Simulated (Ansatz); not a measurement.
# Ru(0001) with 2 layers of random Ru-Mo, 2x2: scattering by chemical disorder

Wanted: resistance against the alloy's length, first Ru(0001) with 2 layers of random Ru-Mo, 2x2.

Main program and level: Ansatz 0.2.0; Ansatz plane-wave DFT, PBE, PAW files; ballistic transport by layer matching (Landauer), zero bias; PAW set soft_1.

### Step 1. The starting structure

The cell holds 48 atoms: 47 Ru and 1 Mo. Its edges and angles: a = 5.412 Å, b = 5.412 Å, c = 25.691 Å, α = 90.0°, β = 90.0°, γ = 120.0°. It derives from Ru. Regions: lead, 40 atoms (40 Ru); scattering region, 8 atoms (7 Ru and 1 Mo). The structure is stacked along c, and the current runs across the ab planes.

### Step 2. With 2 alloy layers

In 2 layers a share of 0.125 of the sites is given to Mo at random. The layers about the cell's end stay perfect and serve as the lead. Energies from -0.05 to 0.05 eV in steps of 0.05 eV are too few for the program's thermal sum, so it prints no conductance; for a metal the transmission near the Fermi level serves, at a fraction of the cost.

The input, input.yaml:

```yaml
crystal:
  lattice:
    - [5.4116, 0.0, 0.0]
    - [-2.7058, 4.6865830751, 0.0]
    - [0.0, 0.0, 25.6914]
  atoms:
    - { symbol: Ru, position: [0.1666666667, 0.3333333333, 0.0416666667] }
    - { symbol: Ru, position: [0.1666666667, 0.8333333333, 0.0416666667] }
    - { symbol: Ru, position: [0.6666666667, 0.3333333333, 0.0416666667] }
    - { symbol: Ru, position: [0.6666666667, 0.8333333333, 0.0416666667] }
    - { symbol: Ru, position: [0.3333333333, 0.1666666667, 0.125] }
    - { symbol: Ru, position: [0.3333333333, 0.6666666667, 0.125] }
    - { symbol: Ru, position: [0.8333333333, 0.1666666667, 0.125] }
    - { symbol: Ru, position: [0.8333333333, 0.6666666667, 0.125] }
    - { symbol: Ru, position: [0.1666666667, 0.3333333333, 0.2083333333] }
    - { symbol: Ru, position: [0.1666666667, 0.8333333333, 0.2083333333] }
    - { symbol: Ru, position: [0.6666666667, 0.3333333333, 0.2083333333] }
    - { symbol: Ru, position: [0.6666666667, 0.8333333333, 0.2083333333] }
    - { symbol: Ru, position: [0.3333333333, 0.1666666667, 0.2916666667] }
    - { symbol: Ru, position: [0.3333333333, 0.6666666667, 0.2916666667] }
    - { symbol: Ru, position: [0.8333333333, 0.1666666667, 0.2916666667] }
    - { symbol: Ru, position: [0.8333333333, 0.6666666667, 0.2916666667] }
    - { symbol: Ru, position: [0.1666666667, 0.3333333333, 0.375] }
    - { symbol: Ru, position: [0.1666666667, 0.8333333333, 0.375] }
    - { symbol: Ru, position: [0.6666666667, 0.3333333333, 0.375] }
    - { symbol: Ru, position: [0.6666666667, 0.8333333333, 0.375] }
    - { symbol: Ru, position: [0.3333333333, 0.1666666667, 0.4583333333] }
    - { symbol: Ru, position: [0.3333333333, 0.6666666667, 0.4583333333] }
    - { symbol: Ru, position: [0.8333333333, 0.1666666667, 0.4583333333] }
    - { symbol: Ru, position: [0.8333333333, 0.6666666667, 0.4583333333] }
    - { symbol: Ru, position: [0.1666666667, 0.3333333333, 0.5416666667] }
    - { symbol: Ru, position: [0.1666666667, 0.8333333333, 0.5416666667] }
    - { symbol: Mo, position: [0.6666666667, 0.3333333333, 0.5416666667] }
    - { symbol: Ru, position: [0.6666666667, 0.8333333333, 0.5416666667] }
    - { symbol: Ru, position: [0.3333333333, 0.1666666667, 0.625] }
    - { symbol: Ru, position: [0.3333333333, 0.6666666667, 0.625] }
    - { symbol: Ru, position: [0.8333333333, 0.1666666667, 0.625] }
    - { symbol: Ru, position: [0.8333333333, 0.6666666667, 0.625] }
    - { symbol: Ru, position: [0.1666666667, 0.3333333333, 0.7083333333] }
    - { symbol: Ru, position: [0.1666666667, 0.8333333333, 0.7083333333] }
    - { symbol: Ru, position: [0.6666666667, 0.3333333333, 0.7083333333] }
    - { symbol: Ru, position: [0.6666666667, 0.8333333333, 0.7083333333] }
    - { symbol: Ru, position: [0.3333333333, 0.1666666667, 0.7916666667] }
    - { symbol: Ru, position: [0.3333333333, 0.6666666667, 0.7916666667] }
    - { symbol: Ru, position: [0.8333333333, 0.1666666667, 0.7916666667] }
    - { symbol: Ru, position: [0.8333333333, 0.6666666667, 0.7916666667] }
    - { symbol: Ru, position: [0.1666666667, 0.3333333333, 0.875] }
    - { symbol: Ru, position: [0.1666666667, 0.8333333333, 0.875] }
    - { symbol: Ru, position: [0.6666666667, 0.3333333333, 0.875] }
    - { symbol: Ru, position: [0.6666666667, 0.8333333333, 0.875] }
    - { symbol: Ru, position: [0.3333333333, 0.1666666667, 0.9583333333] }
    - { symbol: Ru, position: [0.3333333333, 0.6666666667, 0.9583333333] }
    - { symbol: Ru, position: [0.8333333333, 0.1666666667, 0.9583333333] }
    - { symbol: Ru, position: [0.8333333333, 0.6666666667, 0.9583333333] }
kpoints:
  mp_grid: { grid: [5, 5, 1] }
hamiltonian:
  xc: pbe
  pseudopotentials: { kind: paw, azcp: { folder: soft_1 } }
scf:
  occupations: { method: fermi_dirac, width: 0.1 }
output:
  transmission:
    leads: [[0, 8]]
    kmesh: [10, 10]
    e_range: [-0.05, 0.05]
    de: 0.05
  write_potential: true
  write_density: true
  volumetric_format: npy
```

Launch:

```console
$ ansatz run input.yaml --threads 4 --pin off --max-ram 15360MiB --backend cpu --events-out ev --progress --plain --runs-dir out
```

Numbers of over 12 decimals in the logs are rounded to 6 here.

Log:

```text
Engine: ansatz 0.2.0, x86_64-unknown-linux-gnu
Pseudopotentials: kind: paw
Pseudopotential: Ru, paw, valence charge 16, recommended cutoff 420 eV (normal), soft_1/Ru.paw.azcp
Pseudopotential: Mo, paw, valence charge 14, recommended cutoff 420 eV (normal), soft_1/Mo.paw.azcp
Functional definition: PBE
  parameter kappa = 0.804
  parameter beta = 0.066725
  exchange = pbe_x(kappa = kappa, mu = beta*pi^2/3)
  correlation = pbe_c(beta = beta)
Crystal: 48 atoms, lattice volume = 651.583 Å³
Basis set: ecut = 420 eV, 12691 PW (Γ)
Bands: 460, of which v1, the nominal top of the filled ones, is band 383 counted from 1 (382 counted from 0)
Symmetry: 12 space group operations
Space group: P-6m2 (ITA 187), of the structure as read, at distance tolerance 8.7e-5 Å
k-points: 5 of 25 (time reversal used)
Non-local potential: Ru, projectors of the file, l = 0: 3, l = 1: 2, l = 2: 2, l = 3: 1
Non-local potential: Mo, projectors of the file, l = 0: 3, l = 1: 2, l = 2: 2, l = 3: 1
PAW form: soft (Blöchl's): semilocal exchange-correlation on the pseudo side does not see the compensation charge
PAW one-centre angular grid: Ru, 590 points (default); XC on 64 Gauss nodes
PAW one-centre angular grid: Mo, 590 points (default); XC on 64 Gauss nodes
Initial density: superposition of atomic densities (chi_scale 0.1, normalization cell, long waves kept (reshape's long-wave potential 0.17 eV rms))
Initial wavefunctions: pseudopotential atomic-orbital guess
Functional: x = pbe(κ = 0.804, μ = 0.219515), c = pbe(β = 0.066725)
SCF iter   1: F=—  HF=-281287.853643 eV  |F-HF|=—  |Δ(HF+E_count)|=         —  Δρ=1.24e-1  dr2=2.83e2  ethr=3.10e-3  ⟨swp⟩=5.0  Hψ=7316  notcnv=0
preconditioner: auto → Kerker (q_TF=auto, 2.803 Å⁻¹)  [metal: Δε(μ)=0.019 eV  Ē_g=5.267 eV  σ=0.100 eV  W_gap=0.05  n_scr=268 (ndim 8)  ℏωp=28.4 eV  f_vac=0.000  D(μ)=38.51/eV (n_scr^D=380)]
SCF iter   2: F=—  HF=-281263.681692 eV  |F-HF|=—  |Δ(HF+E_count)|=    2.42e1  Δρ=6.07e-2  dr2=9.97e1  ethr=3.10e-3  ⟨swp⟩=2.0  Hψ=4165  notcnv=0  defer=17
SCF iter   3: F=—  HF=-281256.891471 eV  |F-HF|=—  |Δ(HF+E_count)|=    6.79e0  Δρ=8.38e-3  dr2=2.11e0  ethr=3.10e-3  ⟨swp⟩=2.4  Hψ=4641  notcnv=0  defer=18
SCF iter   4: F=—  HF=-281256.898358 eV  |F-HF|=—  |Δ(HF+E_count)|=   6.89e-3  Δρ=1.50e-3  dr2=8.54e-1  ethr=2.76e-4  ⟨swp⟩=1.2  Hψ=2492  notcnv=0  defer=17
SCF iter   5: F=—  HF=-281256.893944 eV  |F-HF|=—  |Δ(HF+E_count)|=   4.41e-3  Δρ=7.43e-4  dr2=2.00e-1  ethr=1.12e-4  ⟨swp⟩=1.0  Hψ=2276  notcnv=0  defer=17
SCF iter   6: F=—  HF=-281256.893266 eV  |F-HF|=—  |Δ(HF+E_count)|=   6.77e-4  Δρ=2.16e-4  dr2=1.30e-2  ethr=2.61e-5  ⟨swp⟩=1.0  Hψ=2276  notcnv=0  defer=17
SCF iter   7: F=—  HF=-281256.893216 eV  |F-HF|=—  |Δ(HF+E_count)|=   5.03e-5  Δρ=3.79e-5  dr2=1.89e-4  ethr=1.70e-6  ⟨swp⟩=1.0  Hψ=2276  notcnv=0  defer=17
SCF iter   8: F=—  HF=-281256.893188 eV  |F-HF|=—  |Δ(HF+E_count)|=   2.83e-5  Δρ=9.04e-6  dr2=6.52e-6  ethr=2.47e-8  ⟨swp⟩=1.0  Hψ=2276  notcnv=0  defer=17
SCF iter   9: F=—  HF=-281256.894546 eV  |F-HF|=—  |Δ(HF+E_count)|=   1.36e-3  Δρ=2.00e-6  dr2=5.48e-8  ethr=1.31e-11  ⟨swp⟩=6.6  Hψ=6562  notcnv=0
SCF iter  10: F=-281256.894546 eV  HF=-281256.894546 eV  |F-HF|=3.90e-9  |Δ(HF+E_count)|=   3.78e-9  Δρ=4.43e-7  dr2=4.27e-9  ethr=7.16e-12  ⟨swp⟩=1.0  Hψ=5314  notcnv=0
SCF 1 converged in 10 iterations: F = -281256.894546 eV  dr2 = 4.27e-9
  greatest PAW one-centre occupation: 1.000 electrons in one spin orbital (limit 2), on the Ru atom at site 25 (counted from 0), in its partial waves of l = 0
transmission: 68 of 672 steps passed
transmission: 137 of 672 steps passed
[...]
transmission: 672 of 672 steps passed
SCF converged after 10 iterations
Free energy (F): -281256.894546 eV
Harris-Foulkes:  -281256.894546 eV  (|F-HF|=3.90e-9)
Internal energy: -281255.386294 eV  (E = F + TS)
E sigma→0 (E₀):  -281256.140420 eV
Entropy (-TS):   -1.508253 eV (-31.422 meV/atom)
Fermi energy:    23.352143 eV
--- Per-component energies (eV) ---
  E_band       = -2640.647653
  E_kinetic    = 22069.715568
  E_local      = -60431.834723  (includes V_loc(G=0)·N_el)
  E_nonlocal   = 19535.079521
  E_hartree    = 20063.680868
  E_xc         = -8176.364163
  E_vxc        = -10337.691362  (∫ρ·V_xc dr)
  E_paw        = -167782.700679  (= ΣΔE_a)
  E_vpaw       = -13603.304310  (= ΣTr[D̂ρ^β])
  E_aug_tail   = 0.029423  (compensation charges beyond the density's cutoff)
  E_ewald      = -106532.992109
  E_smearing   = -1.508253  (= −TS)
  E_closure    = 0.000000  (closes the sum)
  Σ components = -281256.894546   (vs F -281256.894546, Δ=0.00e0)
--- Band table (eV; the first three rows and the last of 5) ---
  k-point 0: bands = [... 379 lower, 23.9628, 23.9726, 23.9726, 24.4035, 24.4035, 24.4251, 24.4251, 24.5315, ... 73 higher]
  k-point 1: bands = [... 379 lower, 23.5394, 23.5439, 23.5696, 23.5717, 23.8725, 23.9149, 24.0591, 24.0902, ... 73 higher]
  k-point 2: bands = [... 379 lower, 22.9999, 23.0607, 23.0738, 23.0774, 23.1322, 23.2025, 23.2766, 23.3961, ... 73 higher]
  k-point 4: bands = [... 379 lower, 22.9018, 22.9403, 23.0006, 23.0241, 23.1619, 23.1810, 23.1853, 23.2561, ... 73 higher]
--- Transmission ---
  basis      : 223 plane waves across, 48 finite elements along
  points     : 14, standing for a mesh of 10 x 10
  energies   : 3 from -0.050000 to 0.050000 eV about the Fermi level, 0.050000 eV apart; the leads are filled to 0.000000 eV, and channels, transmission and decay are at 0.000000 eV
  crystal 0  : Ru8, at the sites [0, 8], period 4.2819 Å, over 23.55 Å; its Hamiltonian steps by up to 9.2 meV
    offset         : up to 0.0000 Å between an atom of the period and one for which it stands
    channels       : 5.160000e0 a spin
    conductance    : none, the energies end too early or step too widely for 300 K: set another output.transmission.e_range or a lower de, or, where they end at an eighth of basis.ecutwfc, a higher one
  junction   : crystal 0 to crystal 0, 1.44 to 22.85 Å
    transmission   : 4.622907e0 a spin
    conductance    : none, the energies end too early or step too widely for 300 K: set another output.transmission.e_range or a lower de, or, where they end at an eighth of basis.ecutwfc, a higher one
```

Run time: 2.4 min. Hardware: 4 threads of AMD EPYC 7R13 (Zen 3), shared host; peak memory 5.6 GiB; 8.5 min of CPU time.

In the SCF lines HF is the Harris–Foulkes energy and dr2 the Hartree energy of the density residual, in eV; the loop may stop once dr2 is under the threshold and the program's other checks hold. Hψ counts applications of the Hamiltonian.

Numbers from this step:

```
free energy                                    : -281256.8945 eV
energy at zero smearing                        : -281256.1404 eV
Fermi energy                                   : 23.35 eV
cell area                                      : 25.36 Å²
transmission per spin nearest the Fermi level  : 4.623
open channels per spin nearest the Fermi level : 5.16
step of the lead's potential                   : 9.2 meV
```

Per spin. Table of transmission, zone mean by energy, zero at the Fermi level:

| energy (eV) | transmission, zone mean |
| --- | --- |
| -0.0500 | 4.65 |
| 0.0000 | 4.62 |
| 0.0500 | 4.79 |

Per spin. Table of open channels, zone mean, lead by energy, zero at the Fermi level:

| energy (eV) | open channels, zone mean, lead |
| --- | --- |
| -0.0500 | 5.16 |
| 0.0000 | 5.16 |
| 0.0500 | 5.64 |

Transmission over k1 and k2. At 0.0000 eV from the Fermi level.

Values, 10 rows by 10 columns:
```
 3.0  3.8  4.6  4.5  4.6  3.8  3.0  2.6  1.9  2.6
 2.2  4.6  4.7  4.6  4.6  4.7  4.6  2.2  1.9  1.9
 2.2  4.5  4.6  6.6  8.5  6.6  4.6  4.5  2.2  2.6
 3.0  4.6  4.6  8.5 11.4 11.4  8.5  4.6  4.6  3.0
 4.8  3.8  4.7  6.6 11.4 11.5 11.4  6.6  4.7  3.8
 3.0  3.0  4.6  4.6  8.5 11.4 11.4  8.5  4.6  4.6
 2.2  2.6  2.2  4.5  4.6  6.6  8.5  6.6  4.6  4.5
 2.2  1.9  1.9  2.2  4.6  4.7  4.6  4.6  4.7  4.6
 3.0  2.6  1.9  2.6  3.0  3.8  4.6  4.5  4.6  3.8
 4.8  3.0  2.2  2.2  3.0  4.8  3.0  2.2  2.2  3.0
```
Columns: k1 (b1) from -0.5 to 0.4; rows upwards: k2 (b2) from -0.5 to 0.4.

Open channels over k1 and k2. At 0.0000 eV from the Fermi level.

Ten even steps from '_' (2.0) to '@' (12.0):
```
::::------::::..__..
..------------..____
..----++##++----....
::----##@@@@##----::
==::--++@@@@@@++--::
::::----##@@@@##----
......----++##++----
..____..------------
::..__..::::------::
==::....::==::....::
```
Columns: k1 (b1) from -0.5 to 0.4; rows upwards: k2 (b2) from -0.5 to 0.4.

Over the solved energies the transmission per spin lies between 4.62 and 4.79, out of 5.32 channels of the lead on average (up to 5.64).

### Step 3. With 6 alloy layers

In 6 layers a share of 0.125 of the sites is given to Mo at random. A fresh draw is used; the growth of the resistance with length is what counts.

System of this step: Ru(0001) with 6 layers of random Ru-Mo, 2x2. The cell holds 64 atoms: 61 Ru and 3 Mo. Its edges and angles: a = 5.412 Å, b = 5.412 Å, c = 34.255 Å, α = 90.0°, β = 90.0°, γ = 120.0°. It derives from Ru. Regions: lead, 40 atoms (40 Ru); scattering region, 24 atoms (21 Ru and 3 Mo). The structure is stacked along c, and the current runs across the ab planes.

The input, input.yaml:

```yaml
crystal:
  lattice:
    - [5.4116, 0.0, 0.0]
    - [-2.7058, 4.6865830751, 0.0]
    - [0.0, 0.0, 34.2552]
  atoms:
    - { symbol: Ru, position: [0.1666666667, 0.3333333333, 0.03125] }
    - { symbol: Ru, position: [0.1666666667, 0.8333333333, 0.03125] }
    - { symbol: Ru, position: [0.6666666667, 0.3333333333, 0.03125] }
    - { symbol: Ru, position: [0.6666666667, 0.8333333333, 0.03125] }
    - { symbol: Ru, position: [0.3333333333, 0.1666666667, 0.09375] }
    - { symbol: Ru, position: [0.3333333333, 0.6666666667, 0.09375] }
    - { symbol: Ru, position: [0.8333333333, 0.1666666667, 0.09375] }
    - { symbol: Ru, position: [0.8333333333, 0.6666666667, 0.09375] }
    - { symbol: Ru, position: [0.1666666667, 0.3333333333, 0.15625] }
    - { symbol: Ru, position: [0.1666666667, 0.8333333333, 0.15625] }
    - { symbol: Ru, position: [0.6666666667, 0.3333333333, 0.15625] }
    - { symbol: Ru, position: [0.6666666667, 0.8333333333, 0.15625] }
    - { symbol: Ru, position: [0.3333333333, 0.1666666667, 0.21875] }
    - { symbol: Ru, position: [0.3333333333, 0.6666666667, 0.21875] }
    - { symbol: Ru, position: [0.8333333333, 0.1666666667, 0.21875] }
    - { symbol: Ru, position: [0.8333333333, 0.6666666667, 0.21875] }
    - { symbol: Ru, position: [0.1666666667, 0.3333333333, 0.28125] }
    - { symbol: Ru, position: [0.1666666667, 0.8333333333, 0.28125] }
    - { symbol: Ru, position: [0.6666666667, 0.3333333333, 0.28125] }
    - { symbol: Ru, position: [0.6666666667, 0.8333333333, 0.28125] }
    - { symbol: Ru, position: [0.3333333333, 0.1666666667, 0.34375] }
    - { symbol: Mo, position: [0.3333333333, 0.6666666667, 0.34375] }
    - { symbol: Ru, position: [0.8333333333, 0.1666666667, 0.34375] }
    - { symbol: Ru, position: [0.8333333333, 0.6666666667, 0.34375] }
    - { symbol: Ru, position: [0.1666666667, 0.3333333333, 0.40625] }
    - { symbol: Ru, position: [0.1666666667, 0.8333333333, 0.40625] }
    - { symbol: Ru, position: [0.6666666667, 0.3333333333, 0.40625] }
    - { symbol: Ru, position: [0.6666666667, 0.8333333333, 0.40625] }
    - { symbol: Mo, position: [0.3333333333, 0.1666666667, 0.46875] }
    - { symbol: Ru, position: [0.3333333333, 0.6666666667, 0.46875] }
    - { symbol: Ru, position: [0.8333333333, 0.1666666667, 0.46875] }
    - { symbol: Ru, position: [0.8333333333, 0.6666666667, 0.46875] }
    - { symbol: Ru, position: [0.1666666667, 0.3333333333, 0.53125] }
    - { symbol: Mo, position: [0.1666666667, 0.8333333333, 0.53125] }
    - { symbol: Ru, position: [0.6666666667, 0.3333333333, 0.53125] }
    - { symbol: Ru, position: [0.6666666667, 0.8333333333, 0.53125] }
    - { symbol: Ru, position: [0.3333333333, 0.1666666667, 0.59375] }
    - { symbol: Ru, position: [0.3333333333, 0.6666666667, 0.59375] }
    - { symbol: Ru, position: [0.8333333333, 0.1666666667, 0.59375] }
    - { symbol: Ru, position: [0.8333333333, 0.6666666667, 0.59375] }
    - { symbol: Ru, position: [0.1666666667, 0.3333333333, 0.65625] }
    - { symbol: Ru, position: [0.1666666667, 0.8333333333, 0.65625] }
    - { symbol: Ru, position: [0.6666666667, 0.3333333333, 0.65625] }
    - { symbol: Ru, position: [0.6666666667, 0.8333333333, 0.65625] }
    - { symbol: Ru, position: [0.3333333333, 0.1666666667, 0.71875] }
    - { symbol: Ru, position: [0.3333333333, 0.6666666667, 0.71875] }
    - { symbol: Ru, position: [0.8333333333, 0.1666666667, 0.71875] }
    - { symbol: Ru, position: [0.8333333333, 0.6666666667, 0.71875] }
    - { symbol: Ru, position: [0.1666666667, 0.3333333333, 0.78125] }
    - { symbol: Ru, position: [0.1666666667, 0.8333333333, 0.78125] }
    - { symbol: Ru, position: [0.6666666667, 0.3333333333, 0.78125] }
    - { symbol: Ru, position: [0.6666666667, 0.8333333333, 0.78125] }
    - { symbol: Ru, position: [0.3333333333, 0.1666666667, 0.84375] }
    - { symbol: Ru, position: [0.3333333333, 0.6666666667, 0.84375] }
    - { symbol: Ru, position: [0.8333333333, 0.1666666667, 0.84375] }
    - { symbol: Ru, position: [0.8333333333, 0.6666666667, 0.84375] }
    - { symbol: Ru, position: [0.1666666667, 0.3333333333, 0.90625] }
    - { symbol: Ru, position: [0.1666666667, 0.8333333333, 0.90625] }
    - { symbol: Ru, position: [0.6666666667, 0.3333333333, 0.90625] }
    - { symbol: Ru, position: [0.6666666667, 0.8333333333, 0.90625] }
    - { symbol: Ru, position: [0.3333333333, 0.1666666667, 0.96875] }
    - { symbol: Ru, position: [0.3333333333, 0.6666666667, 0.96875] }
    - { symbol: Ru, position: [0.8333333333, 0.1666666667, 0.96875] }
    - { symbol: Ru, position: [0.8333333333, 0.6666666667, 0.96875] }
kpoints:
  mp_grid: { grid: [5, 5, 1] }
hamiltonian:
  xc: pbe
  pseudopotentials: { kind: paw, azcp: { folder: soft_1 } }
scf:
  occupations: { method: fermi_dirac, width: 0.1 }
output:
  transmission:
    leads: [[0, 8]]
    kmesh: [10, 10]
    e_range: [-0.05, 0.05]
    de: 0.05
  write_potential: true
  write_density: true
  volumetric_format: npy
```

Log:

```text
[...]
Crystal: 64 atoms, lattice volume = 868.777 Å³
Basis set: ecut = 420 eV, 16909 PW (Γ)
Bands: 611, of which v1, the nominal top of the filled ones, is band 509 counted from 1 (508 counted from 0)
Symmetry: 1 space group operations
[...]
k-points: 13 of 25 (time reversal used)
[...]
SCF iter   1: F=—  HF=-373525.533892 eV  |F-HF|=—  |Δ(HF+E_count)|=         —  Δρ=1.37e-1  dr2=4.14e3  ethr=3.10e-3  ⟨swp⟩=5.0  Hψ=25319  notcnv=0  defer=5
[...]
SCF iter  11: F=-373471.777590 eV  HF=-373471.777590 eV  |F-HF|=1.07e-8  |Δ(HF+E_count)|=   4.54e-9  Δρ=2.69e-7  dr2=1.11e-8  ethr=9.82e-12  ⟨swp⟩=7.7  Hψ=16506  notcnv=0
SCF 1 converged in 11 iterations: F = -373471.777590 eV  dr2 = 1.11e-8
[...]
transmission: 329 of 3276 steps passed
transmission: 656 of 3276 steps passed
[...]
transmission: 3276 of 3276 steps passed
SCF converged after 11 iterations
Free energy (F): -373471.777590 eV
[...]
Internal energy: -373469.887676 eV  (E = F + TS)
E sigma→0 (E₀):  -373470.832633 eV
Entropy (-TS):   -1.889914 eV (-29.530 meV/atom)
Fermi energy:    23.396642 eV
[...]
--- Band table (eV; the first three rows and the last of 13) ---
  k-point 0: bands = [... 505 lower, 24.2057, 24.2110, 24.2249, 24.2420, 24.2533, 24.2588, 24.2778, 24.2926, ... 98 higher]
  k-point 1: bands = [... 505 lower, 23.6247, 23.6405, 23.6620, 23.6915, 23.9262, 23.9417, 23.9891, 24.0131, ... 98 higher]
  k-point 2: bands = [... 505 lower, 23.1340, 23.1507, 23.1577, 23.1707, 23.1867, 23.2372, 23.2812, 23.3467, ... 98 higher]
  k-point 12: bands = [... 505 lower, 23.1001, 23.1464, 23.3530, 23.3742, 23.3897, 23.3930, 23.4082, 23.4444, ... 98 higher]
--- Transmission ---
  basis      : 223 plane waves across, 63 finite elements along
  points     : 52, standing for a mesh of 10 x 10
[...]
channels       : 5.280000e0 a spin
[...]
junction   : crystal 0 to crystal 0, -1.44 to 28.53 Å
    transmission   : 3.990098e0 a spin
[...]
```

Wall time 11 min (4 threads); peak memory 10 GiB.

Numbers from this step:

| Item | Value |
| --- | --- |
| free energy | -373471.7776 eV |
| energy at zero smearing | -373470.8326 eV |
| Fermi energy | 23.40 eV |
| transmission per spin nearest the Fermi level | 3.990 |
| open channels per spin nearest the Fermi level | 5.28 |
| step of the lead's potential | 5.1 meV |

Per spin. Table of transmission, zone mean by energy, zero at the Fermi level:

| energy (eV) | transmission, zone mean |
| --- | --- |
| -0.0500 | 3.94 |
| 0.0000 | 3.99 |
| 0.0500 | 4.07 |

Over the solved energies the transmission per spin lies between 3.94 and 4.07, out of 5.5 channels of the lead on average (up to 6.06).

[end of part 1 of 2]

[Logs are printed without paths, hosts, clocks, repeated set-up lines and the standing remarks that a program may print on its own settings, such as how far it seeks lower states.]

[Hosts, paths, dates, database ids (printed as entryN), source tags and the programs' standing remarks are cut or masked in the printed files.]
